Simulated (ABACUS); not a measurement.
# Ta (Im-3m) in ABACUS: further runs, part 2 of 2

ABACUS 3.10.1.

### 5 Relaxation of cell and atoms, LDA

The input, INPUT:

```
INPUT_PARAMETERS
suffix              Ta
calculation         cell-relax
basis_type          lcao
pseudo_dir          ./
orbital_dir         ./
symmetry            1
dft_functional      pz
ecutwfc             132
pseudo_rcut         10
nspin               1
nbands              18
ks_solver           genelpa
smearing_method     fd
smearing_sigma      0.00367493
scf_thr             1e-07
scf_nmax            100
mixing_type         broyden
mixing_beta         0.7
cal_force           1
cal_stress          1
out_mul             1
relax_nmax          60
force_thr_ev        0.02
relax_method        cg
out_stru            1
stress_thr          0.2
```

The input, STRU:

```
ATOMIC_SPECIES
Ta 180.9479 Ta.upf

NUMERICAL_ORBITAL
Ta_confined-atom_7au_3s2p2d2f.orb

LATTICE_CONSTANT
5.4048073095

LATTICE_VECTORS
-0.5773502692 0.5773502692 0.5773502692
0.5773502692 -0.5773502692 0.5773502692
0.5773502692 0.5773502692 -0.5773502692

ATOMIC_POSITIONS
Cartesian

Ta
0.0
1
0.0000000000 0.0000000000 0.0000000000 1 1 1
```

The input, KPT:

```
K_POINTS
0
Gamma
10 10 10 0 0 0
```

Started as:

```sh
$ OMP_NUM_THREADS=1 mpirun -np 4 abacus > log
```

Run time: 62 s. Hardware: 4 MPI ranks of Intel Xeon Platinum 8488C (Sapphire Rapids), shared host; peak memory 0.44 GiB.

Results (log left out):

```
Free energy                            : -8820.7343 eV
Relaxed volume                         : 17.31 Å³/atom
Relaxed cell                           : a = 2.823 Å, b = 2.823 Å, c = 2.823 Å, α = 109.47°, β = 109.47°, γ = 109.47°
Space group after relaxing (to 0.05 Å) : Im-3m (No. 229)
Energy gained by relaxing              : 18.2 meV/atom
Ionic steps                            : 35
Pressure after relaxing                : 0.0 GPa
```

The path:
| step | energy change (eV) | largest force (eV/Å) | pressure (GPa) | volume (Å³) |
| --- | --- | --- | --- | --- |
| 1 | 0.0000 | 0.0000 | -8.30 | 18.01 |
| 2 | 0.1162 | 0.0000 | 26.84 | 15.60 |
| 3 | -0.0182 | 0.0000 | -0.45 | 17.35 |
| 4 | -0.0182 | 0.0000 | -0.03 | 17.31 |
| 5 | -0.0182 | 0.0000 | -0.03 | 17.31 |
| 6 | -0.0182 | 0.0000 | -0.03 | 17.31 |
| 7 | -0.0182 | 0.0000 | -0.03 | 17.31 |
| 8 | -0.0182 | 0.0000 | -0.03 | 17.31 |
| 9 | -0.0182 | 0.0000 | -0.03 | 17.31 |
| 10 | -0.0182 | 0.0000 | -0.03 | 17.31 |
| 11 | -0.0182 | 0.0000 | -0.03 | 17.31 |
| 12 | -0.0182 | 0.0000 | -0.03 | 17.31 |
| 13 | -0.0182 | 0.0000 | -0.03 | 17.31 |
| 14 | -0.0182 | 0.0000 | -0.03 | 17.31 |
| 15 | -0.0182 | 0.0000 | -0.03 | 17.31 |
| 16 | -0.0182 | 0.0000 | -0.03 | 17.31 |
| 17 | -0.0182 | 0.0000 | -0.03 | 17.31 |
| 18 | -0.0182 | 0.0000 | -0.03 | 17.31 |
| 19 | -0.0182 | 0.0000 | -0.03 | 17.31 |
| 20 | -0.0182 | 0.0000 | -0.03 | 17.31 |
| 21 | -0.0182 | 0.0000 | -0.03 | 17.31 |
| 22 | -0.0182 | 0.0000 | -0.03 | 17.31 |
| 23 | -0.0182 | 0.0000 | -0.03 | 17.31 |
| 24 | -0.0182 | 0.0000 | -0.02 | 17.31 |
| 25 | -0.0182 | 0.0000 | -0.02 | 17.31 |
| 26 | -0.0182 | 0.0000 | -0.02 | 17.31 |
| 27 | -0.0182 | 0.0000 | -0.02 | 17.31 |
| 28 | -0.0182 | 0.0000 | -0.02 | 17.31 |
| 29 | -0.0182 | 0.0000 | -0.02 | 17.31 |
| 30 | -0.0182 | 0.0000 | -0.02 | 17.31 |
| 31 | -0.0182 | 0.0000 | -0.02 | 17.31 |
| 32 | -0.0182 | 0.0000 | -0.02 | 17.31 |
| 33 | -0.0182 | 0.0000 | -0.02 | 17.31 |
| 34 | -0.0182 | 0.0000 | -0.02 | 17.31 |
| 35 | -0.0182 | 0.0000 | -0.02 | 17.31 |

Final structure:
```yaml
crystal:
  lattice:
    - [-1.62967, 1.62967, 1.62967]
    - [1.62967, -1.62967, 1.62967]
    - [1.62967, 1.62967, -1.62967]
  atoms:
    - { symbol: Ta, position: [0.00000, 0.00000, 0.00000] }
```

Caveat: the atomic orbitals were generated for these runs and aren't a published set; the basis of atomic orbitals isn't converged, which shifts pressures, moduli and gaps. LDA usually gives volumes a few per cent too small.

### 6 Single point, TASK

The input, run_abacus.py:

```python
"""ABACUS run from a structure file: ASE reads it, the script writes STRU, KPT and INPUT."""
import re
import subprocess
import spglib
from ase import Atoms
from ase.io import read
from ase.units import Bohr

atoms = read("Ta.cif")
cell, frac, numbers = spglib.standardize_cell((atoms.cell[:], atoms.get_scaled_positions(), atoms.numbers), to_primitive=True, symprec=1e-4)
atoms = Atoms(numbers=numbers, cell=cell, scaled_positions=frac, pbc=True)  # the primitive cell
atoms = atoms[(-atoms.numbers).argsort(kind="stable")]  # ABACUS lists atoms element by element
pseudo = {'Ta': 'Ta_ONCV_PBE-1.2.upf'}
orbital = {}
magmoms = None
kmesh = [7, 7, 7]
params = {
    'suffix': 'Ta',
    'calculation': 'scf',
    'basis_type': 'pw',
    'pseudo_dir': './',
    'symmetry': 1,
    'dft_functional': 'MGGA_X_TASK+LDA_C_PW',
    'ecutwfc': 69,
    'pseudo_rcut': 10,
    'nspin': 1,
    'nbands': 24,
    'ks_solver': 'dav',
    'smearing_method': 'fd',
    'smearing_sigma': 0.00367493,
    'scf_thr': 1e-08,
    'scf_nmax': 100,
    'mixing_type': 'broyden',
    'mixing_beta': 0.7,
    'cal_force': 1,
    'cal_stress': 1,
    'mixing_tau': 1,
    'out_chg': 1,
    'kpar': 4,
}

symbols = atoms.get_chemical_symbols()
elements = list(dict.fromkeys(symbols))
lines = ["ATOMIC_SPECIES"] + [f"{e} {atoms.get_masses()[symbols.index(e)]:.4f} {pseudo[e]}" for e in elements]
if orbital:
    lines += ["", "NUMERICAL_ORBITAL"] + [orbital[e] for e in elements]
lines += ["", "LATTICE_CONSTANT", f"{1 / Bohr:.10f}", "", "LATTICE_VECTORS"]
lines += [" ".join(f"{x:.10f}" for x in v) for v in atoms.cell]
lines += ["", "ATOMIC_POSITIONS", "Direct"]
for e in elements:
    lines += ["", e, "0.0", str(symbols.count(e))]
    for i, p in enumerate(atoms.get_scaled_positions(wrap=False)):
        if symbols[i] == e:
            mag = "" if magmoms is None else " mag " + " ".join(str(x) for x in (magmoms[i] if isinstance(magmoms[i], list) else [magmoms[i]]))
            lines.append(" ".join(f"{x:.10f}" for x in p) + " 1 1 1" + mag)
open("STRU", "w").write("\n".join(lines) + "\n")
open("KPT", "w").write("K_POINTS\n0\nGamma\n%d %d %d 0 0 0\n" % tuple(kmesh))
open("INPUT", "w").write("INPUT_PARAMETERS\n" + "".join(f"{k:<20s}{v}\n" for k, v in params.items()))

done = subprocess.run(['mpirun', '-np', '4', 'abacus'])
if done.returncode:
    raise SystemExit(done.returncode)
log = open("OUT.Ta/running_scf.log").read()
print("final energy (eV):", re.findall(r"FINAL_ETOT_IS (\S+)", log))
```

The input, Ta.cif:

```cif
data_Ta
_cell_length_a 3.30256000
_cell_length_b 3.30256000
_cell_length_c 3.30256000
_cell_angle_alpha 90.00000000
_cell_angle_beta 90.00000000
_cell_angle_gamma 90.00000000
_space_group_name_H-M_alt 'Im-3m'
_space_group_name_Hall '-I 4 2 3'
_space_group_IT_number 229
loop_
_space_group_symop_operation_xyz
'x,y,z'
'-x,-y,-z'
'-y,x,z'
'y,-x,-z'
'-x,-y,z'
'x,y,-z'
'y,-x,z'
'-y,x,-z'
'x,-y,-z'
'-x,y,z'
'-y,-x,-z'
'y,x,z'
'-x,y,-z'
'x,-y,z'
'y,x,-z'
'-y,-x,z'
'z,x,y'
'-z,-x,-y'
'z,-y,x'
'-z,y,-x'
'z,-x,-y'
'-z,x,y'
'z,y,-x'
'-z,-y,x'
'-z,x,-y'
'z,-x,y'
'-z,-y,-x'
'z,y,x'
'-z,-x,y'
'z,x,-y'
'-z,y,x'
'z,-y,-x'
'y,z,x'
'-y,-z,-x'
'x,z,-y'
'-x,-z,y'
'-y,z,-x'
'y,-z,x'
'-x,z,y'
'x,-z,-y'
'-y,-z,x'
'y,z,-x'
'-x,-z,-y'
'x,z,y'
'y,-z,-x'
'-y,z,x'
'x,-z,y'
'-x,z,-y'
'x+1/2,y+1/2,z+1/2'
'-x+1/2,-y+1/2,-z+1/2'
'-y+1/2,x+1/2,z+1/2'
'y+1/2,-x+1/2,-z+1/2'
'-x+1/2,-y+1/2,z+1/2'
'x+1/2,y+1/2,-z+1/2'
'y+1/2,-x+1/2,z+1/2'
'-y+1/2,x+1/2,-z+1/2'
'x+1/2,-y+1/2,-z+1/2'
'-x+1/2,y+1/2,z+1/2'
'-y+1/2,-x+1/2,-z+1/2'
'y+1/2,x+1/2,z+1/2'
'-x+1/2,y+1/2,-z+1/2'
'x+1/2,-y+1/2,z+1/2'
'y+1/2,x+1/2,-z+1/2'
'-y+1/2,-x+1/2,z+1/2'
'z+1/2,x+1/2,y+1/2'
'-z+1/2,-x+1/2,-y+1/2'
'z+1/2,-y+1/2,x+1/2'
'-z+1/2,y+1/2,-x+1/2'
'z+1/2,-x+1/2,-y+1/2'
'-z+1/2,x+1/2,y+1/2'
'z+1/2,y+1/2,-x+1/2'
'-z+1/2,-y+1/2,x+1/2'
'-z+1/2,x+1/2,-y+1/2'
'z+1/2,-x+1/2,y+1/2'
'-z+1/2,-y+1/2,-x+1/2'
'z+1/2,y+1/2,x+1/2'
'-z+1/2,-x+1/2,y+1/2'
'z+1/2,x+1/2,-y+1/2'
'-z+1/2,y+1/2,x+1/2'
'z+1/2,-y+1/2,-x+1/2'
'y+1/2,z+1/2,x+1/2'
'-y+1/2,-z+1/2,-x+1/2'
'x+1/2,z+1/2,-y+1/2'
'-x+1/2,-z+1/2,y+1/2'
'-y+1/2,z+1/2,-x+1/2'
'y+1/2,-z+1/2,x+1/2'
'-x+1/2,z+1/2,y+1/2'
'x+1/2,-z+1/2,-y+1/2'
'-y+1/2,-z+1/2,x+1/2'
'y+1/2,z+1/2,-x+1/2'
'-x+1/2,-z+1/2,-y+1/2'
'x+1/2,z+1/2,y+1/2'
'y+1/2,-z+1/2,-x+1/2'
'-y+1/2,z+1/2,x+1/2'
'x+1/2,-z+1/2,y+1/2'
'-x+1/2,z+1/2,-y+1/2'
loop_
_atom_site_label
_atom_site_type_symbol
_atom_site_symmetry_multiplicity
_atom_site_Wyckoff_symbol
_atom_site_fract_x
_atom_site_fract_y
_atom_site_fract_z
_atom_site_occupancy
Ta1 Ta 2 a 0.0000000000 0.0000000000 0.0000000000 1
```

Potentials or basis: SG15 ONCV 1.2 PBE, plane waves.

Started as:

```sh
$ OMP_NUM_THREADS=1 python run_abacus.py > log
```

It took 10 s on 4 MPI ranks of Intel Xeon 6975P-C (Granite Rapids), shared host; peak memory 0.36 GiB.

The run converged, but a check on its numbers failed (symmetry, net force, bounds or a known fault of this set-up), so they aren't taken as properties of the crystal.

Caveat: the k mesh is coarse (spacing up to 0.38 Å⁻¹), so the values aren't converged; a pressure of tens of GPa on the cell as given is suspect, and the run, the potentials or the cell itself is likely at fault; the potentials were made for another functional, which shifts forces and pressure.

### 7 Overview

```csv
task,level,potentials or basis,cell,k mesh,SCF threshold on the density,eigensolver,orbital files,max steps of the relaxation,force threshold,gap on the mesh (eV),pressure (GPa)
single point,AM05,"PseudoDojo NC SR 0.5 PBE stringent, plane waves",as given,9 × 9 × 9,1e-08,dav,-,-,-,none,-5.8
single point,BLYP,"PseudoDojo NC SR 0.5 PBE stringent, DZP LCAO (the cutoffs set its grid)",as given,10 × 10 × 10,1e-07,genelpa,Ta Ta_confined-atom_7au_3s2p2d2f.orb,-,-,none,9.0
single point,LDA,"PseudoDojo NC SR 0.4.1 LDA stringent, DZP LCAO (the cutoffs set its grid)",as given,10 × 10 × 10,1e-07,genelpa,Ta Ta_confined-atom_7au_3s2p2d2f.orb,-,-,none,-8.3
relaxation of cell and atoms,LDA,"PseudoDojo NC SR 0.4.1 LDA stringent, DZP LCAO (the cutoffs set its grid)",relaxed,10 × 10 × 10,1e-07,genelpa,Ta Ta_confined-atom_7au_3s2p2d2f.orb,60,0.02 eV/Å,-,0.0
```

Alike in all rows: no spin polarisation; cutoff (eV) 1796; smearing fermi-dirac 0.05 eV.

Caveats: the atomic orbitals were generated for these runs and aren't a published set (some runs); the basis of atomic orbitals isn't converged, which shifts pressures, moduli and gaps (some runs); the potentials were made for another functional, which shifts forces and pressure (some runs).

Total energies depend on the potentials used, so only differences within one code and one set of settings carry meaning.
